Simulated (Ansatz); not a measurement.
# Ge (P6_3mc) in Ansatz: further runs

One crystal, Ge, is run at these levels: HSE06 form with a typed share of exact exchange; tasks: single point.

Program: Ansatz 0.2.0. These are calculated values, not measurements. Logs are shortened: lines on timing, memory, paths and dates and some standing lists are left out, and cuts for length are marked.

## Step 1: The crystal as given

Symmetry: P6_3mc, No. 186, hexagonal system. The conventional cell has a = 4.050 Å, b = 4.050 Å, c = 10.993 Å, α = 90.00°, β = 90.00°, γ = 120.00°. Ge (site symmetry 3m) has 3 Ge at 2.44 Å as nearest neighbours. Ge (site symmetry 3m) is surrounded by 3 Ge at 2.44 Å.

This isn't the form of Ge at room conditions, which is diamond.

## Step 2: Single point, HSE06 form with a typed share of exact exchange

input

```
crystal:
  lattice:
    - [4.0504045371, 0.0, 0.0]
    - [-2.0252022685, 3.5077532247, 0.0]
    - [0.0, 0.0, 10.993359]
  atoms:
    - { symbol: Ge, position: [0.6666666667, 0.3333333333, 0.414848] }
    - { symbol: Ge, position: [0.3333333333, 0.6666666667, 0.914848] }
    - { symbol: Ge, position: [0.0, 0.0, 0.477452] }
    - { symbol: Ge, position: [0.0, 0.0, 0.977452] }
hamiltonian:
  xc: { exchange: pbe, correlation: pbe, exx: { coeff: 0.05, omega: 0.2 } }
  pseudopotentials: { kind: paw }
kpoints:
  mp_grid: { grid: [4, 4, 2] }
scf:
  occupations: { method: fermi_dirac, width: 0.05 }
output:
  forces: true
  stress: true
  eigenvalues: true
  write_density: true
  write_potential: true
  elf: true
  volumetric_format: npy
```

Potentials or basis: Ansatz PAW.

Output:

```text
Warning: output.stress: scf.convergence.dr2_threshold = 1e-7 eV (the SCF's general default) is looser than the 4e-10 eV advised for a printed stress (1e-10 eV for each atom of the cell: 4). What an SCF threshold leaves in a stress goes as its square root, and in the free energy as the threshold itself, and one threshold admits the most on a small cell: of the crystals measured, under no hybrid functional and no lock of the moments, on runs that ended without the residual-converged pass, on stresses that held no estimate of that error, the worst erred by over 100 MPa in a component at 1e-7 eV an atom and by under 5 at 1e-10. Set scf.convergence.dr2_threshold to 4e-10 eV or tighter. The threshold is an SCF's pass mark: one that does not reach it within its budget of iterations ends unconverged, or closes short of it on a stop that the run arms, and scf.convergence.dr2_threshold's page says what that costs each kind of run
Warning: output.stress: scf.exx.energy_threshold = 1e-6 eV is looser than the 4e-8 eV advised for a stress under a hybrid functional (1e-8 eV for each atom of the cell: 4). Every SCF of the exchange loop can meet its threshold on dr2 while the loop round them stops early: no threshold on dr2 bounds what that leaves in the stress. Set scf.exx.energy_threshold to 4e-8 eV or tighter. The threshold is the loop's pass mark: a loop that does not reach it within its budget of cycles ends unconverged, and scf.exx.energy_threshold's page has the law
GPUs: using 1 of 1 available (devices: 1).
Engine: ansatz 0.2.0, x86_64-unknown-linux-gnu
Pseudopotentials: kind: paw
Pseudopotential: Ge, paw, valence charge 14, recommended cutoff 420 eV (normal), Ge.paw.azcp
Functional definition: unnamed
  parameter a_1 = 0.05
  parameter omega_1 = 0.2/angstrom
  exchange = pbe_x + (-a_1)*pbe_x_sr(omega_1) + a_1*exact_x_sr(omega_1)
  correlation = pbe_c
device memory: the entry about to start is reckoned to put 1.3 GiB on a device that reports 63.1 GiB free (of which the cap on the GPU budget leaves the run 18.0 GiB)
GPU FFT provider: cuFFT
GPU libraries: cuBLAS 13.8.2, cuFFT 12.4.0, cuSOLVER 12.3.4
Crystal: 4 atoms, lattice volume = 156.192 Å³
Basis set: ecut = 420 eV, 3049 PW (Γ), exchange–correlation on 60×60×150 points (8 copies of the dense FFT grid, shifted against one another)
Bands: 34, of which v1, the nominal top of the filled ones, is band 28 counted from 1 (27 counted from 0)
Symmetry: 12 space group operations
Space group: P63mc (ITA 186), of the structure as read, at distance tolerance 5.4e-5 Å
k-points: 8 of 32
Non-local potential: Ge, projectors of the file, l = 0: 2, l = 1: 2, l = 2: 3, l = 3: 1
PAW form: soft (Blöchl's): semilocal exchange-correlation on the pseudo side does not see the compensation charge
PAW frozen core: Ge, regenerated for the run's functional, and the local potential with it (the file was generated under x = pbe(κ = 0.804, μ = 0.2195149727645171), c = pbe(β = 0.06672455060314922))
PAW one-centre angular grid: Ge, 590 points (default); XC on 64 Gauss nodes
Initial density: superposition of atomic densities (neutral atoms: chi_scale 0, normalization atom), corrected by the library's trained network
Initial wavefunctions: pseudopotential atomic-orbital guess
GPU buffer pool allocated for 67500 grid points (all kernels)
GPU transforms: local potential and band sums: pruned to the plane-wave sphere, on 27×27×75
Functional: x = pbe(κ = 0.804, μ = 0.2195149727645171), c = pbe(β = 0.06672455060314922), warm-up for x = pbe(κ = 0.804, μ = 0.2195149727645171) + 0.05 (exact − pbe) at short range (hse, ω = 0.2 Å⁻¹), c = pbe(β = 0.06672455060314922)
SCF iter   1: F=—  HF=-17177.852679 eV  |F-HF|=—  |Δ(HF+E_count)|=         —  Δρ=1.46e-3  dr2=3.48e-3  ethr=1.77e-3  ⟨swp⟩=7.5  Hψ=1048  notcnv=0
preconditioner: auto → none  [insulator: Δε(μ)=0.832 eV  Ē_g=21.823 eV  σ=0.050 eV  W_gap=1.00  n_scr=38 (ndim 8)  ℏωp=22.2 eV  f_vac=0.334  D(μ)=0.00/eV (n_scr^D=0)]
SCF iter   2: F=—  HF=-17177.854661 eV  |F-HF|=—  |Δ(HF+E_count)|=   1.98e-3  Δρ=6.67e-4  dr2=6.36e-4  ethr=6.21e-6  ⟨swp⟩=3.5  Hψ=769  notcnv=0  defer=1
SCF iter   3: F=—  HF=-17177.855558 eV  |F-HF|=—  |Δ(HF+E_count)|=   8.97e-4  Δρ=1.47e-4  dr2=7.15e-5  ethr=1.14e-6  ⟨swp⟩=3.6  Hψ=631  notcnv=0  defer=1
SCF iter   4: F=-17177.855571 eV  HF=-17177.855570 eV  |F-HF|=8.06e-7  |Δ(HF+E_count)|=   1.16e-5  Δρ=6.74e-5  dr2=1.29e-5  ethr=1.28e-7  ⟨swp⟩=3.6  Hψ=664  notcnv=0  defer=1
SCF 1 stopped early in 4 iterations: F = -17177.855571 eV  dr2 = 1.29e-5
device memory: the entry about to start is reckoned to put 1.9 GiB on a device that reports 63.1 GiB free (of which the cap on the GPU budget leaves the run 18.0 GiB)
GPU FFT provider: cuFFT
GPU libraries: cuBLAS 13.8.2, cuFFT 12.4.0, cuSOLVER 12.3.4
Initial density: handed on by an earlier stage of this run
Initial wavefunctions: those handed on with the density
GPU buffer pool allocated for 67500 grid points (all kernels)
GPU transforms: local potential and band sums: pruned to the plane-wave sphere, on 27×27×75
Functional: x = pbe(κ = 0.804, μ = 0.2195149727645171) + 0.05 (exact − pbe) at short range (hse, ω = 0.2 Å⁻¹), c = pbe(β = 0.06672455060314922)
Exchange kernel: α = 0.0500, screened, ω = 0.2000 Å⁻¹, Wigner–Seitz truncation, v(0) = 1116.3017 eV·Å³, q-mesh 4×4×2, nearest image of the exchange supercell L = 16.20 Å, pair-density grid 20×20×48, without the augmentation charges, whose exchange is taken in its separable form by FFT convolution over the k-point mesh (sized by the pseudopotential files, 24×24×75 at the most), smooth part of the exact exchange by density-matrix convolution in up to 2.22 GiB of GPU memory as planned if the GPU has room (build and FFT work areas not counted)
Frozen-core exchange: fock
SCF iter   1: F=—  HF=-17178.451365 eV  |F-HF|=—  |Δ(HF+E_count)|=         —  Δρ=2.05e-3  dr2=2.29e-3  ethr=2.31e-7  ⟨swp⟩=9.1  Hψ=1259  notcnv=0
preconditioner: auto → none  [insulator: Δε(μ)=0.981 eV  Ē_g=22.488 eV  σ=0.050 eV  W_gap=1.00  n_scr=38 (ndim 8)  ℏωp=22.2 eV  f_vac=0.334  D(μ)=0.00/eV (n_scr^D=0)]
SCF iter   2: F=—  HF=-17178.449611 eV  |F-HF|=—  |Δ(HF+E_count)|=   1.75e-3  Δρ=5.13e-4  dr2=2.03e-4  ethr=2.31e-7  ⟨swp⟩=4.0  Hψ=918  notcnv=0
SCF iter   3: F=—  HF=-17178.449722 eV  |F-HF|=—  |Δ(HF+E_count)|=   1.11e-4  Δρ=3.34e-4  dr2=5.66e-5  ethr=2.31e-7  ⟨swp⟩=3.0  Hψ=700  notcnv=0
SCF iter   4: F=—  HF=-17178.449719 eV  |F-HF|=—  |Δ(HF+E_count)|=   3.02e-6  Δρ=1.41e-4  dr2=9.85e-6  ethr=1.01e-7  ⟨swp⟩=2.0  Hψ=497  notcnv=0
iter 5 solved again at ethr=1.02e-9 eV; its pass at ethr=1.73e-8 eV (dr2=5.70e-7 eV) is discarded
SCF iter   5: F=—  HF=-17178.449719 eV  |F-HF|=—  |Δ(HF+E_count)|=   6.48e-7  Δρ=1.15e-5  dr2=7.92e-7  ethr=1.02e-9  ⟨swp⟩=4.1  Hψ=1174  notcnv=0  defer=9
SCF iter   6: F=-17178.449719 eV  HF=-17178.449719 eV  |F-HF|=7.41e-8  |Δ(HF+E_count)|=   1.53e-7  Δρ=4.54e-6  dr2=9.86e-8  ethr=1.02e-9  ⟨swp⟩=4.0  Hψ=587  notcnv=0
SCF 2 converged in 6 iterations: F = -17178.449719 eV  dr2 = 9.86e-8
  Residual-converged pass: ⟨swp⟩=3.1  Hψ=715  notcnv=0  max |occ|·‖R‖ = 6.0e-6 eV (tolerance 6.7e-6 eV)  dr2=1.09e-7  dr2_onsite=1.15e-8  max |Δocc| = 1.1e-12
hybrid outer 1: dexx = +1.594e-4 eV, tail = 3.80e-7 eV
GPU FFT provider: cuFFT
GPU libraries: cuBLAS 13.8.2, cuFFT 12.4.0, cuSOLVER 12.3.4
GPU buffer pool allocated for 67500 grid points (all kernels)
GPU transforms: local potential and band sums: pruned to the plane-wave sphere, on 27×27×75
Exchange kernel: α = 0.0500, screened, ω = 0.2000 Å⁻¹, Wigner–Seitz truncation, v(0) = 1116.3017 eV·Å³, q-mesh 4×4×2, nearest image of the exchange supercell L = 16.20 Å, pair-density grid 20×20×48, without the augmentation charges, whose exchange is taken in its separable form by FFT convolution over the k-point mesh (sized by the pseudopotential files, 24×24×75 at the most), smooth part of the exact exchange by density-matrix convolution in up to 2.22 GiB of GPU memory as planned if the GPU has room (build and FFT work areas not counted)
Frozen-core exchange: fock
SCF iter   1: F=—  HF=-17178.449725 eV  |F-HF|=—  |Δ(HF+E_count)|=         —  Δρ=6.10e-6  dr2=9.51e-8  ethr=3.40e-9  ⟨swp⟩=6.9  Hψ=657  notcnv=0
preconditioner: auto → none  [insulator: Δε(μ)=0.987 eV  Ē_g=22.443 eV  σ=0.050 eV  W_gap=1.00  n_scr=38 (ndim 8)  ℏωp=22.2 eV  f_vac=0.333  D(μ)=0.00/eV (n_scr^D=0)]
SCF iter   2: F=-17178.449725 eV  HF=-17178.449725 eV  |F-HF|=1.43e-9  |Δ(HF+E_count)|=   2.21e-8  Δρ=1.21e-6  dr2=1.70e-9  ethr=1.69e-10  ⟨swp⟩=3.2  Hψ=728  notcnv=0
SCF 3 converged in 2 iterations: F = -17178.449725 eV  dr2 = 1.70e-9
  Residual-converged pass: ⟨swp⟩=4.1  Hψ=775  notcnv=0  max |occ|·‖R‖ = 5.9e-7 eV (tolerance 6.3e-7 eV)  dr2=1.76e-9  dr2_onsite=3.30e-9  max |Δocc| = 1.5e-13
hybrid outer 2: dexx = +2.786e-9 eV, tail = 9.99e-9 eV, Δε = 3.15e-4 eV (about 6.40e-5 eV left of the loop's levels), ΔF = 5.28e-4 eV/Å (tail 3.09e-4)
hybrid SCF converged: 2 outer / 8 inner (+4 warm-up), last move |dexx| = 2.79e-9 eV, tail = 9.99e-9 eV
Stability not checked: this state was not tested for a lower state beside it, because the functional holds exact exchange (a hybrid, or Hartree-Fock), whose exchange loop this test does not read (fock_operator; see scf.lower_state_search)
Free energy (F): -17178.449725 eV
Frozen-core exchange: fock
Harris-Foulkes:  -17178.449725 eV  (|F-HF|=1.43e-9)
Internal energy: -17178.449711 eV  (E = F + TS)
E sigma→0 (E₀):  -17178.449718 eV
Entropy (-TS):   -0.000014 eV (-0.003 meV/atom)
Fermi energy:    2.936846 eV
--- Per-component energies (eV) ---
  E_band       = -917.505937
  E_kinetic    = 439.290090
  E_local      = -12971.792652  (includes V_loc(G=0)·N_el)
  E_nonlocal   = 1669.785220
  E_hartree    = 5736.797618
  E_xc         = -286.873015
  E_vxc        = -243.067555  (∫ρ·V_xc dr)
  E_exx        = -43.410212  (= α·E_x^exact, valence–valence)
  E_paw        = -8043.473415  (= ΣΔE_a)
  E_vpaw       = -1198.497477  (= ΣTr[D̂ρ^β])
  E_aug_tail   = 0.001231  (compensation charges beyond the density's cutoff)
  E_ewald      = -3678.493745
  E_core_change = -0.280831  (= ΣΔE_core)
  E_smearing   = -0.000014  (= −TS)
  E_closure    = -0.000000  (closes the sum)
  Σ components = -17178.449725   (vs F -17178.449725, Δ=0.00e0)
--- Forces (eV/Å), atoms counted from 1 ---
  atom   1  Ge     0.00000000     0.00000000     0.05437937
  atom   2  Ge    -0.00000000    -0.00000000     0.05437937
  atom   3  Ge     0.00000000    -0.00000000    -0.05443265
  atom   4  Ge     0.00000000     0.00000000    -0.05443265
  max |Σ_I F_I| component: 1.07e-4 eV/Å
--- Stress (GPa, compression-positive) ---
       -0.440686       0.000000       0.000000
        0.000000      -0.440686       0.000000
        0.000000       0.000000      -0.241377
  P = ⅓ Tr σ = -0.3742 GPa (-3.742 kbar)
--- Band table (eV; the first three rows and the last of 8) ---
  k-point 0: bands = ["-22.2292", "-22.2292", "-22.2292", "-22.2292", "-22.1938", "-22.1937", "-22.1860", "-22.1860", "-22.1860", "-22.1860", "-22.1278", "-22.1278", "-22.0036", "-22.0036", "-22.0036", "-22.0036", "-21.9653", "-21.9653", "-21.9653", "-21.9653", "-8.5804", "-8.5484", "-0.9293", "-0.4640", "2.4003", "2.4003", "2.4114", "2.4114", "3.3981", "3.5813", "4.6308", "6.8124", "6.8663", "6.8663"]
  k-point 1: bands = ["-22.2292", "-22.2292", "-22.2292", "-22.2292", "-22.1937", "-22.1937", "-22.1860", "-22.1860", "-22.1860", "-22.1860", "-22.1278", "-22.1278", "-22.0036", "-22.0036", "-22.0036", "-22.0036", "-21.9653", "-21.9653", "-21.9653", "-21.9653", "-8.5645", "-8.5645", "-0.7118", "-0.7118", "2.4058", "2.4058", "2.4058", "2.4058", "3.4470", "3.4470", "5.6172", "5.6172", "6.8816", "6.8816"]
  k-point 2: bands = ["-22.2492", "-22.2492", "-22.2409", "-22.2409", "-22.2204", "-22.2203", "-22.1664", "-22.1663", "-22.1519", "-22.1519", "-22.0900", "-22.0900", "-22.0465", "-22.0464", "-22.0423", "-22.0423", "-21.9473", "-21.9473", "-21.9282", "-21.9282", "-7.8987", "-7.8681", "-2.1407", "-2.1053", "0.5150", "1.0132", "1.4710", "1.4952", "4.7276", "4.7663", "4.9609", "5.8049", "7.4819", "8.5540"]
  k-point 7: bands = ["-22.2597", "-22.2597", "-22.2481", "-22.2481", "-22.2389", "-22.2389", "-22.1565", "-22.1565", "-22.1069", "-22.1069", "-22.0773", "-22.0773", "-22.0686", "-22.0686", "-22.0506", "-22.0506", "-21.9842", "-21.9842", "-21.8856", "-21.8856", "-6.6227", "-6.6227", "-4.2218", "-4.2218", "-0.3576", "-0.3576", "1.8582", "1.8582", "3.9843", "3.9843", "7.4536", "7.4536", "7.9621", "7.9621"]
```

Wall time 10 s (1 × NVIDIA H100 80GB HBM3 with 2 threads of AMD EPYC 7R13 (Zen 3), shared host); peak memory 2 GiB.

What came out:

```
Free energy            : -17178.4497 eV
Pressure               : -0.4 GPa
Largest force          : 0.054 eV/Å
Band gap on the k mesh : 0.99 eV, direct
```

Forces on the atoms (eV/Å):
```
Ge   0.000  0.000  0.054
Ge   0.000  0.000  0.054
Ge   0.000  0.000 -0.054
Ge   0.000  0.000 -0.054
```

Caveat: the k mesh is coarse (spacing up to 0.45 Å⁻¹), so the values aren't converged, least of all with exact exchange; the PAW data sets come from PBE, with cores solved anew for the run's functional, which leaves a small shift of forces and pressure; the thresholds are loose for stress.

## Step 3: Single point, HSE06 form with a typed share of exact exchange

Changes to input since step 2:

```diff
@@ -11,3 +11,3 @@
 hamiltonian:
-  xc: { exchange: pbe, correlation: pbe, exx: { coeff: 0.05, omega: 0.2 } }
+  xc: { exchange: pbe, correlation: pbe, exx: { coeff: 0.1, omega: 0.2 } }
   pseudopotentials: { kind: paw }
```

Potentials or basis: Ansatz PAW.

It took 13 s on 1 × NVIDIA H100 80GB HBM3 with 2 threads of AMD EPYC 7R13 (Zen 3), shared host; peak memory 2 GiB.

It converged, with:

```yaml
Free_energy: -17179.0585 eV
Pressure: -0.6 GPa
Largest_force: 0.091 eV/Å
Band_gap_on_the_k_mesh: 1.15 eV, direct
```

Forces on the atoms (eV/Å):
```
Ge   0.000  0.000  0.091
Ge   0.000  0.000  0.091
Ge   0.000  0.000 -0.091
Ge   0.000  0.000 -0.091
```

Stress tensor (GPa, compression positive):
```
-0.80  0.00  0.00
 0.00 -0.80  0.00
 0.00  0.00 -0.30
```

Levels at points of the mesh, in eV from the valence-band top:
| k point | band 25 | band 26 | band 27 | band 28 | band 29 | band 30 | band 31 | band 32 |
| --- | --- | --- | --- | --- | --- | --- | --- | --- |
| (0.00, 0.00, 0.00) | -0.01 | -0.01 | 0.00 | 0.00 | 1.15 | 1.33 | 2.35 | 4.60 |
| (0.00, 0.00, -0.50) | -0.01 | -0.01 | -0.01 | -0.01 | 1.20 | 1.20 | 3.36 | 3.36 |
| (0.00, -0.50, 0.00) | -1.59 | -1.56 | -0.76 | -0.56 | 1.25 | 1.49 | 2.33 | 2.40 |
| (0.00, -0.50, -0.50) | -1.57 | -1.57 | -0.65 | -0.65 | 1.32 | 1.32 | 2.38 | 2.38 |

Caveat: the k mesh is coarse (spacing up to 0.45 Å⁻¹), so the values aren't converged, least of all with exact exchange; the PAW data sets come from PBE, with cores solved anew for the run's functional, which leaves a small shift of forces and pressure; the thresholds are loose for stress. A k mesh can miss the band edges.

## Step 4: Single point, HSE06 form with a typed share of exact exchange

Changes to input since step 3:

```diff
@@ -11,3 +11,3 @@
 hamiltonian:
-  xc: { exchange: pbe, correlation: pbe, exx: { coeff: 0.1, omega: 0.2 } }
+  xc: { exchange: pbe, correlation: pbe, exx: { coeff: 0.15, omega: 0.2 } }
   pseudopotentials: { kind: paw }
```

It took 10 s on 1 × NVIDIA H100 80GB HBM3 with 2 threads of AMD EPYC 7R13 (Zen 3), shared host; peak memory 2 GiB.

It converged, with:

- Free energy: -17179.6815 eV
- Pressure: -0.9 GPa
- Largest force: 0.128 eV/Å
- Band gap on the k mesh: 1.32 eV, direct

Forces on the atoms (eV/Å):
```
Ge   0.000  0.000  0.128
Ge   0.000  0.000  0.128
Ge   0.000  0.000 -0.128
Ge   0.000  0.000 -0.128
```

Stress tensor (GPa, compression positive):
```
-1.15  0.00  0.00
 0.00 -1.15  0.00
 0.00  0.00 -0.36
```

Levels at points of the mesh, in eV from the valence-band top:
| k point | band 25 | band 26 | band 27 | band 28 | band 29 | band 30 | band 31 | band 32 |
| --- | --- | --- | --- | --- | --- | --- | --- | --- |
| (0.00, 0.00, 0.00) | -0.01 | -0.01 | 0.00 | 0.00 | 1.32 | 1.50 | 2.48 | 4.80 |
| (0.00, 0.00, -0.50) | -0.01 | -0.01 | -0.01 | -0.01 | 1.37 | 1.37 | 3.51 | 3.51 |
| (0.00, -0.50, 0.00) | -1.61 | -1.58 | -0.73 | -0.52 | 1.36 | 1.61 | 2.48 | 2.55 |
| (0.00, -0.50, -0.50) | -1.60 | -1.60 | -0.62 | -0.62 | 1.43 | 1.43 | 2.53 | 2.53 |

Caveat: the k mesh is coarse (spacing up to 0.45 Å⁻¹), so the values aren't converged, least of all with exact exchange; the PAW data sets come from PBE, with cores solved anew for the run's functional, which leaves a small shift of forces and pressure; the thresholds are loose for stress. A k mesh can miss the band edges.

## Step 5: Single point, HSE06 form with a typed share of exact exchange

Changes to input since step 4:

```diff
@@ -11,3 +11,3 @@
 hamiltonian:
-  xc: { exchange: pbe, correlation: pbe, exx: { coeff: 0.15, omega: 0.2 } }
+  xc: { exchange: pbe, correlation: pbe, exx: { coeff: 0.2, omega: 0.2 } }
   pseudopotentials: { kind: paw }
@@ -21,5 +21 @@
   eigenvalues: true
-  write_density: true
-  write_potential: true
-  elf: true
-  volumetric_format: npy
```

It took 11 s on 1 × NVIDIA H100 80GB HBM3 with 2 threads of AMD EPYC 7R13 (Zen 3), shared host; peak memory 2 GiB.

It converged, with:

* Free energy: -17180.3185 eV
* Pressure: -1.1 GPa
* Largest force: 0.166 eV/Å
* Band gap on the k mesh: 1.47 eV, indirect (least direct gap 1.50 eV)

Forces in eV/Å, atoms in the order of the input:
```
Ge   0.000  0.000  0.166
Ge   0.000  0.000  0.166
Ge   0.000  0.000 -0.166
Ge   0.000  0.000 -0.166
```

Stress tensor (GPa, compression positive):
```
-1.50  0.00  0.00
 0.00 -1.50  0.00
 0.00  0.00 -0.43
```

Levels at points of the mesh, in eV from the valence-band top:
```
             k point  band 25  band 26  band 27  band 28  band 29  band 30  band 31  band 32
  (0.00, 0.00, 0.00)    -0.01    -0.01     0.00     0.00     1.50     1.68     2.61     4.97
 (0.00, 0.00, -0.50)    -0.01    -0.01    -0.01    -0.01     1.54     1.54     3.66     3.66
 (0.00, -0.50, 0.00)    -1.64    -1.61    -0.69    -0.48     1.47     1.73     2.63     2.70
(0.00, -0.50, -0.50)    -1.62    -1.62    -0.58    -0.58     1.55     1.55     2.68     2.68
```

Caveat: the k mesh is coarse (spacing up to 0.45 Å⁻¹), so the values aren't converged, least of all with exact exchange; the PAW data sets come from PBE, with cores solved anew for the run's functional, which leaves a small shift of forces and pressure; the thresholds are loose for stress. A k mesh can miss the band edges.

## Step 6: Overview

```tsv
share of exact exchange	gap on the mesh (eV)	pressure (GPa)	largest force (eV/Å)
0.05	0.99	-0.4	0.05
0.1	1.15	-0.6	0.09
0.15	1.32	-0.9	0.13
0.2	1.47	-1.1	0.17
```

Alike in all rows: task single point; level HSE06 form with a typed share of exact exchange; potentials or basis Ansatz PAW; no spin polarisation; cell as given; k mesh 4 × 4 × 2; cutoff (eV) 420; smearing fermi-dirac 0.05 eV; the mesh is coarse, so values aren't converged.

Caveats: all runs use coarse meshes; the PAW data sets come from PBE, with cores solved anew for the run's functional, which leaves a small shift of forces and pressure; the thresholds are loose for stress.

Absolute energies hang on the potentials; compare differences alone.
